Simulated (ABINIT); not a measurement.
## Converging GW for BN (P6_3mc) in ABINIT

Aim: raise bands and screening cutoff together for BN (P6_3mc) and follow gap and time.

Calculated with ABINIT 10.8.3; PBE and many-body steps on it, plane waves.

The database entry behind the starting cell has ideal inner coordinates that were not refined, so it need not match the best structure at ambient conditions.

## 1. The structure

It takes space group P6_3mc (No. 186, hexagonal). The conventional cell has a = 2.536 Å, b = 2.536 Å, c = 4.199 Å, α = 90.00°, β = 90.00°, γ = 120.00°. Nearest to B lie 4 N at 1.56 to 1.57 Å. N has 4 B at 1.56 to 1.57 Å nearest. Farther neighbours and most contacts between anions are not listed.

The cell and positions come from the Crystallography Open Database and are kept as given unless a step says otherwise. This is not the form that BN usually takes at ambient conditions.

## 2. Empty states on the mesh, 6×6×4 mesh, 609 bands

This step: ABINIT 10.8.3; DFT, PBE, plane waves, norm-conserving pseudopotentials.

The sums over transitions need many empty states on a uniform mesh; this step solves for them.

Input file run.abi:

```
acell 3*1.0 Angstrom
rprim 
  2.536000000002 -0.000000000000 0.000000000000
  -1.268000000000 2.196240423999 0.000000000000
  0.000000000000 0.000000000000 4.199000000000
ntypat 2
znucl 5 7
natom 4
typat 1 1 2 2
xred 
  0.666666666667 0.333333333333 0.000000000000
  0.333333333333 0.666666666667 0.500000000000
  0.666666666667 0.333333333333 0.375000000000
  0.333333333333 0.666666666667 0.875000000000
pp_dirpath "pseudos"
pseudos "B.upf, N.upf"
ecut 36
ngkpt 6 6 4
nshiftk 1
shiftk 0 0 0
kptopt 1
chksymbreak 0
irdden 1
istwfk *1
nband 609
prtvol 0
optdriver 6
gwr_task "HDIAGO"
paral_kgb 0
occopt 1
indata_prefix "in"
outdata_prefix "out"
tmpdata_prefix "tmp"
```

On the command line:

```sh
OMP_NUM_THREADS=1 mpirun -n 4 abinit run.abi > log
```

What it wrote:

```text
.Version 10.8.3 of ABINIT. v10.8.2 released Aug 2026.

 Symmetries : space group P6_3 m c (#186); Bravais hP (primitive hexag.)
[... echo of the input left out ...]
== DATASET  1 ==================================================================
-   mpi_nproc: 4, omp_nthreads: 1 (-1 if OMP is not activated)

--- !DatasetInfo
iteration_state: {dtset: 1, }
dimensions: {natom: 4, nkpt: 21, mband: 609, nsppol: 1, nspinor: 1, nspden: 1, mpw: 1677, }
cutoff_energies: {ecut:  36.0, pawecutdg:  -1.0, }
[...]
Indirect band gap semiconductor
 Fundamental gap:     5.280 (eV)
   VBM:     8.503 (eV) at k: [ 0.0000E+00,  0.0000E+00,  0.0000E+00]
   CBM:    13.783 (eV) at k: [ 3.3333E-01,  3.3333E-01,  0.0000E+00]
 Direct gap:         8.451 (eV) at k: [ 1.6667E-01,  0.0000E+00,  0.0000E+00]

== END DATASET(S) ==============================================================
================================================================================

 -outvars: echo values of variables after computation  --------
           etotal      0.0000000000E+00
            nband         609
             nkpt          21
          spgroup         186
 [... the other variables as echoed above ...]

 Calculation completed.
```

The job ended after 31 s (4 MPI ranks of Arm Neoverse V1, shared host; peak memory 0.86 GiB; 2.1 min of CPU time).

This step gave:

- gap: 5.280 eV
- k of the valence top: 0, 0, 0
- k of the conduction bottom: 0.3333, 0.3333, 0
- least direct gap: 8.451 eV
- k points computed: 21
- lowest point of the top converged band, above the valence top: 474.8995 eV

On this mesh the gap is 5.280 eV.

The density comes from a self-consistent run that is not shown.

## 3. Screening, 6×6×4 mesh, 82 bands, screening to 149.7 eV

The RPA dielectric matrix is built and inverted for each q.

This step: RPA screening on PBE, plane waves, norm-conserving pseudopotentials.

run.abi: that of step 2 with these lines changed.

```diff
@@ -22,10 +22,11 @@
 chksymbreak 0
-irdden 1
 istwfk *1
-nband 609
-prtvol 0
-optdriver 6
-gwr_task "HDIAGO"
-paral_kgb 0
 occopt 1
+irdwfk 1
+optdriver 3
+nband 82
+ecuteps 5.5
+inclvkb 2
+awtr 1
+symchi 1
 indata_prefix "in"
```

What it wrote:

```text
.Version 10.8.3 of ABINIT. v10.8.2 released Aug 2026.

 Symmetries : space group P6_3 m c (#186); Bravais hP (primitive hexag.)
[... echo of the input left out ...]
== DATASET  1 ==================================================================
-   mpi_nproc: 4, omp_nthreads: 1 (-1 if OMP is not activated)

--- !DatasetInfo
iteration_state: {dtset: 1, }
dimensions: {natom: 4, nkpt: 21, mband: 82, nsppol: 1, nspinor: 1, nspden: 1, mpw: 1677, }
cutoff_energies: {ecut:  36.0, pawecutdg:  -1.0, }
electrons: {nelect:   1.60000000E+01, charge:   0.00000000E+00, occopt:   1.00000000E+00, tsmear:   1.00000000E-02, }

 SCREENING: Calculation of the susceptibility and dielectric matrices

 Based on a program developped by R.W. Godby, V. Olevano, G. Onida, and L. Reining.
 Incorporated in ABINIT by V. Olevano, G.-M. Rignanese, and M. Torrent.
.Using double precision arithmetic ; gwpc =  8

[... cell and pseudopotentials left out ...]
--------------------------------------------------------------------------------

 ==== K-mesh for the wavefunctions ====
 Number of points in the irreducible wedge :    21
[... list of points left out ...]
 Together with 12 symmetry operations and time-reversal symmetry
 yields   144 points in the full Brillouin Zone.

 ==== Q-mesh for the screening function ====
 Number of points in the irreducible wedge :    21
[... list of points left out ...]
 Together with 12 symmetry operations and time-reversal symmetry
 yields   144 points in the full Brillouin Zone.

 setmesh: FFT mesh size selected  =    15x   15x   30
          total number of points  =         6750

 vcoul_init : cutoff-mode = AUXILIARY_FUNCTION
 q-points for optical limit:   1
     1)      0.000010    0.000020    0.000030

- screening: taking advantage of time-reversal symmetry
- Maximum band index for partially occupied states nbvw = 8
- Remaining bands to be divided among processors   nbcw = 74
- Number of bands treated by each node ~18

 Number of electrons calculated from density =   16.0000; Expected =   16.0000
 average of density, n =  0.101379
 r_s =    1.3304
 omega_plasma =   30.7135 [eV]

 calculating chi0 at frequencies [eV] :
  1    0.000000E+00    0.000000E+00
  2    0.000000E+00    3.071353E+01

--------------------------------------------------------------------------------
  q-point number  1        q = ( 0.000000, 0.000000, 0.000000) [r.l.u.]
--------------------------------------------------------------------------------
[... chi0 elements left out ...]
 For q-point:  0.000010 0.000020 0.000030
  dielectric constant =   4.3588
  dielectric constant without local fields =   4.6878

  Average fulfillment of the sum rule on Im[epsilon] for q-point    1 :     83.06  [%]
[... wings left out ...]
  q-point number  2        q = ( 0.166667, 0.000000, 0.000000) [r.l.u.]
--------------------------------------------------------------------------------
[... chi0 elements left out ...]
  Average fulfillment of the sum rule on Im[epsilon] for q-point    2 :     91.83  [%]

 [... 19 further q-points ...]
```

Run time: 31 s. Hardware: 4 MPI ranks; peak memory 0.55 GiB; 2.1 min of CPU time.

This step gave:

| Property | Result |
| --- | --- |
| ε∞ with local fields, on this mesh, along the program's q direction | 4.359 |
| the same without local fields | 4.688 |
| plasma frequency | 30.71 eV |
| plane waves in the screening matrix | 99 |

Local fields lower ε∞ by 7 %. On a Γ-centred mesh this coarse the value itself is usually too large, while a short band sum pulls it down.

## 4. 82 bands, 149.7 eV

The self-energy is evaluated for the states that the input lists, and the levels follow from it, in one-shot runs by the linearised quasiparticle equation.

This step: G0W0 on PBE, plane waves, norm-conserving pseudopotentials.

run.abi: that of step 3 with these lines changed.

```diff
@@ -25,8 +25,25 @@
 irdwfk 1
-optdriver 3
+optdriver 4
 nband 82
+gwcalctyp 0
+ecutsigx 36
+symsigma 1
+nkptgw 6
+kptgw 
+  0.0000000000 0.0000000000 0.0000000000
+  0.3333333333 0.3333333333 0.0000000000
+  0.1666666667 0.0000000000 0.0000000000
+  0.5000000000 0.0000000000 0.0000000000
+  0.0000000000 0.0000000000 0.5000000000
+  0.5000000000 0.0000000000 0.5000000000
+bdgw 
+  7 10
+  7 11
+  7 10
+  7 10
+  5 10
+  7 10
 ecuteps 5.5
-inclvkb 2
-awtr 1
-symchi 1
+irdscr 1
+ppmodel 1
 indata_prefix "in"
```

What it wrote:

```text
.Version 10.8.3 of ABINIT. v10.8.2 released Aug 2026.

 Symmetries : space group P6_3 m c (#186); Bravais hP (primitive hexag.)
[... echo of the input left out ...]
== DATASET  1 ==================================================================
-   mpi_nproc: 4, omp_nthreads: 1 (-1 if OMP is not activated)

--- !DatasetInfo
iteration_state: {dtset: 1, }
dimensions: {natom: 4, nkpt: 21, mband: 82, nsppol: 1, nspinor: 1, nspden: 1, mpw: 1677, }
cutoff_energies: {ecut:  36.0, pawecutdg:  -1.0, }
electrons: {nelect:   1.60000000E+01, charge:   0.00000000E+00, occopt:   1.00000000E+00, tsmear:   1.00000000E-02, }

 SIGMA: Calculation of the GW corrections

 Based on a program developped by R.W. Godby, V. Olevano, G. Onida, and L. Reining.
 Incorporated in ABINIT by V. Olevano, G.-M. Rignanese, and M. Torrent.
.Using double precision arithmetic ; gwpc =  8

[... cell and pseudopotentials left out ...]
--------------------------------------------------------------------------------

 ==== K-mesh for the wavefunctions ====
 Number of points in the irreducible wedge :    21
[... list of points left out ...]
 Together with 12 symmetry operations and time-reversal symmetry
 yields   144 points in the full Brillouin Zone.

 ==== Q-mesh for screening function ====
 Number of points in the irreducible wedge :    21
[... list of points left out ...]
 Together with 12 symmetry operations and time-reversal symmetry
 yields   144 points in the full Brillouin Zone.

 vcoul_init : cutoff-mode = AUXILIARY_FUNCTION
 q-points for optical limit:   1
     1)      0.000010    0.000020    0.000030
 setmesh: FFT mesh size selected  =    27x   27x   48
          total number of points  =        34992

 Number of electrons calculated from density =   16.0000; Expected =   16.0000
 average of density, n =  0.101379
 r_s =    1.3304
 omega_plasma =   30.7135 [eV]

 === KS Band Gaps ===
  >>>> For spin  1
   Minimum direct gap =   8.4515 [eV], located at k-point      :   0.1667  0.0000  0.0000
   Fundamental gap    =   5.2801 [eV], Top of valence bands at :   0.0000  0.0000  0.0000
                                       Bottom of conduction at :   0.3333  0.3333  0.0000
 SIGMA fundamental parameters:
 PLASMON POLE MODEL  1
 number of plane-waves for SigmaX                 1677
 number of plane-waves for SigmaC and W             99
 number of plane-waves for wavefunctions          1677
 number of bands                                    82
 number of independent spin polarizations            1
 number of spinorial components                      1
 number of k-points in IBZ                          21
 number of q-points in IBZ                          21
 number of symmetry operations                      12
 number of k-points in BZ                          144
 number of q-points in BZ                          144
 number of frequencies for dSigma/dE                 9
 frequency step for dSigma/dE [eV]                0.25
 number of omega for Sigma on real axis              0
 max omega for Sigma on real axis  [eV]           0.00
 zcut for avoiding poles [eV]                     0.10

 EPSILON^-1 parameters (SCR file):
 dimension of the eps^-1 matrix on file             99
 dimension of the eps^-1 matrix used                99
 number of plane-waves for wavefunctions          1677
 number of bands                                    82
 number of q-points in IBZ                          21
 number of frequencies                               2
 number of real frequencies                          1
 number of imag frequencies                          1

 matrix elements of self-energy operator (all in [eV])

 Perturbative Calculation

--- !SelfEnergy_ee
iteration_state: {dtset: 1, }
kpoint     : [   0.000,    0.000,    0.000, ]
spin       : 1
KS_gap     :    8.505
QP_gap     :   10.378
Delta_QP_KS:    1.873
data: !SigmaeeData |
     Band     E0 <VxcDFT>   SigX SigC(E0)      Z dSigC/dE  Sig(E)    E-E0       E
        7   8.503 -18.687 -22.262   2.886   0.830  -0.205 -19.259  -0.572   7.931
        8   8.503 -18.687 -22.262   2.886   0.830  -0.205 -19.259  -0.572   7.931
        9  17.008 -13.569  -6.969  -5.060   0.845  -0.183 -12.268   1.301  18.309
       10  17.008 -13.569  -6.969  -5.060   0.845  -0.183 -12.268   1.301  18.309

--- !SelfEnergy_ee
iteration_state: {dtset: 1, }
kpoint     : [   0.333,    0.333,    0.000, ]
spin       : 1
KS_gap     :   10.725
QP_gap     :   12.756
Delta_QP_KS:    2.031
data: !SigmaeeData |
     Band     E0 <VxcDFT>   SigX SigC(E0)      Z dSigC/dE  Sig(E)    E-E0       E
        7   3.059 -16.186 -21.473   3.770   0.819  -0.220 -17.429  -1.243   1.816
        8   3.059 -16.186 -21.473   3.770   0.819  -0.220 -17.429  -1.243   1.816
[...]
--- !SelfEnergy_ee
iteration_state: {dtset: 1, }
kpoint     : [   0.167,    0.000,    0.000, ]
spin       : 1
KS_gap     :    8.451
QP_gap     :   10.182
Delta_QP_KS:    1.730
data: !SigmaeeData |
     Band     E0 <VxcDFT>   SigX SigC(E0)      Z dSigC/dE  Sig(E)    E-E0       E
[...]
--- !SelfEnergy_ee
iteration_state: {dtset: 1, }
kpoint     : [   0.500,    0.000,    0.000, ]
spin       : 1
KS_gap     :    9.005
QP_gap     :   10.663
Delta_QP_KS:    1.658
data: !SigmaeeData |
     Band     E0 <VxcDFT>   SigX SigC(E0)      Z dSigC/dE  Sig(E)    E-E0       E
[...]
--- !SelfEnergy_ee
iteration_state: {dtset: 1, }
kpoint     : [   0.000,    0.000,    0.500, ]
spin       : 1
KS_gap     :   10.859
QP_gap     :   12.779
Delta_QP_KS:    1.921
data: !SigmaeeData |
     Band     E0 <VxcDFT>   SigX SigC(E0)      Z dSigC/dE  Sig(E)    E-E0       E
[...]
--- !SelfEnergy_ee
iteration_state: {dtset: 1, }
kpoint     : [   0.500,    0.000,    0.500, ]
spin       : 1
KS_gap     :   10.305
QP_gap     :   12.217
Delta_QP_KS:    1.912
data: !SigmaeeData |
     Band     E0 <VxcDFT>   SigX SigC(E0)      Z dSigC/dE  Sig(E)    E-E0       E
[...]
8   4.912 -17.140 -21.841   3.472   0.823  -0.214 -18.152  -1.012   3.900
        9  15.218 -13.150  -7.406  -4.686   0.850  -0.176 -12.250   0.900  16.117
       10  15.218 -13.150  -7.406  -4.686   0.850  -0.176 -12.251   0.900  16.117

== END DATASET(S) ==============================================================
================================================================================

 -outvars: echo values of variables after computation  --------
           etotal      0.0000000000E+00
            nband          82
             nkpt          21
          spgroup         186
 [... the other variables as echoed above ...]

 Calculation completed.
```

Run time: 13 s. Hardware: 4 MPI ranks; peak memory 0.6 GiB; 53 s of CPU time.

This step gave:

- G0W0 gap on the mesh: 6.64 eV
- starting gap on the mesh: 5.280 eV
- k of the valence top: 0, 0, 0
- k of the conduction bottom: 0.3333, 0.3333, 0
- Z at the valence top: 0.83
- Z at the conduction bottom: 0.859
- least direct G0W0 gap on the computed points: 10.18 eV

The gap on the mesh goes from 5.28 eV to 6.64 eV, a correction of +1.36 eV.

## 5. Screening, 6×6×4 mesh, 125 bands, screening to 203.5 eV

This step: RPA screening on PBE, plane waves, norm-conserving pseudopotentials.

Input file run.abi:

```
acell 3*1.0 Angstrom
rprim 
  2.536000000002 -0.000000000000 0.000000000000
  -1.268000000000 2.196240423999 0.000000000000
  0.000000000000 0.000000000000 4.199000000000
ntypat 2
znucl 5 7
natom 4
typat 1 1 2 2
xred 
  0.666666666667 0.333333333333 0.000000000000
  0.333333333333 0.666666666667 0.500000000000
  0.666666666667 0.333333333333 0.375000000000
  0.333333333333 0.666666666667 0.875000000000
pp_dirpath "pseudos"
pseudos "B.upf, N.upf"
ecut 36
ngkpt 6 6 4
nshiftk 1
shiftk 0 0 0
kptopt 1
chksymbreak 0
istwfk *1
occopt 1
irdwfk 1
optdriver 3
nband 125
ecuteps 7.48
inclvkb 2
awtr 1
symchi 1
indata_prefix "in"
outdata_prefix "out"
tmpdata_prefix "tmp"
```

What it wrote:

```text
.Version 10.8.3 of ABINIT. v10.8.2 released Aug 2026.

 Symmetries : space group P6_3 m c (#186); Bravais hP (primitive hexag.)
[... echo of the input left out ...]
== DATASET  1 ==================================================================
-   mpi_nproc: 4, omp_nthreads: 1 (-1 if OMP is not activated)

--- !DatasetInfo
iteration_state: {dtset: 1, }
dimensions: {natom: 4, nkpt: 21, mband: 125, nsppol: 1, nspinor: 1, nspden: 1, mpw: 1677, }
cutoff_energies: {ecut:  36.0, pawecutdg:  -1.0, }
electrons: {nelect:   1.60000000E+01, charge:   0.00000000E+00, occopt:   1.00000000E+00, tsmear:   1.00000000E-02, }

 SCREENING: Calculation of the susceptibility and dielectric matrices

 Based on a program developped by R.W. Godby, V. Olevano, G. Onida, and L. Reining.
 Incorporated in ABINIT by V. Olevano, G.-M. Rignanese, and M. Torrent.
.Using double precision arithmetic ; gwpc =  8

[... cell and pseudopotentials left out ...]
--------------------------------------------------------------------------------

 ==== K-mesh for the wavefunctions ====
 Number of points in the irreducible wedge :    21
[... list of points left out ...]
 Together with 12 symmetry operations and time-reversal symmetry
 yields   144 points in the full Brillouin Zone.

 ==== Q-mesh for the screening function ====
 Number of points in the irreducible wedge :    21
[... list of points left out ...]
 Together with 12 symmetry operations and time-reversal symmetry
 yields   144 points in the full Brillouin Zone.

 setmesh: FFT mesh size selected  =    18x   18x   32
          total number of points  =        10368

 vcoul_init : cutoff-mode = AUXILIARY_FUNCTION
 q-points for optical limit:   1
     1)      0.000010    0.000020    0.000030

- screening: taking advantage of time-reversal symmetry
- Maximum band index for partially occupied states nbvw = 8
- Remaining bands to be divided among processors   nbcw = 117
- Number of bands treated by each node ~29

 Number of electrons calculated from density =   16.0000; Expected =   16.0000
 average of density, n =  0.101379
 r_s =    1.3304
 omega_plasma =   30.7135 [eV]

 calculating chi0 at frequencies [eV] :
  1    0.000000E+00    0.000000E+00
  2    0.000000E+00    3.071353E+01

--------------------------------------------------------------------------------
  q-point number  1        q = ( 0.000000, 0.000000, 0.000000) [r.l.u.]
--------------------------------------------------------------------------------
[... chi0 elements left out ...]
 For q-point:  0.000010 0.000020 0.000030
  dielectric constant =   4.3455
  dielectric constant without local fields =   4.6891

  Average fulfillment of the sum rule on Im[epsilon] for q-point    1 :     90.11  [%]
[... wings left out ...]
  q-point number  2        q = ( 0.166667, 0.000000, 0.000000) [r.l.u.]
--------------------------------------------------------------------------------
[... chi0 elements left out ...]
  Average fulfillment of the sum rule on Im[epsilon] for q-point    2 :     95.73  [%]

 [... 19 further q-points ...]
```

Wall time 69 s (4 MPI ranks); peak memory 0.86 GiB; 4.6 min of CPU time.

This step gave:

```yaml
eps_infinity_with_local_fields_on_this_mesh_along_the_program_s_q_direction: 4.346
the_same_without_local_fields: 4.689
plasma_frequency: 30.71 eV
plane_waves_in_the_screening_matrix: 147
```

(Part 1 of 2 ends here.)

[Paths, hosts, dates, memory and timing lines, banners, echoed tables and standing remarks are left out of the program output.]

[Logs are printed without paths, hosts, clocks, repeated set-up lines and the standing remarks that a program may print on its own settings, such as how far it seeks lower states.]

[Runs of the session that timed out or met a known fault of the program may be left out.]

[Hosts, paths, dates, database ids (printed as entryN), source tags and the programs' standing remarks are cut or masked in the printed files.]

[G0W0 gaps are taken among the corrected bands and points alone; a level outside them can change the order at an edge.]

[Where Ansatz stands beside ABINIT at settings called matched, ABINIT's density can come from a denser mesh and the files from another edition; pairs whose starting gaps differed by over 0.03 eV were left out, so agreement reads better than it is.]
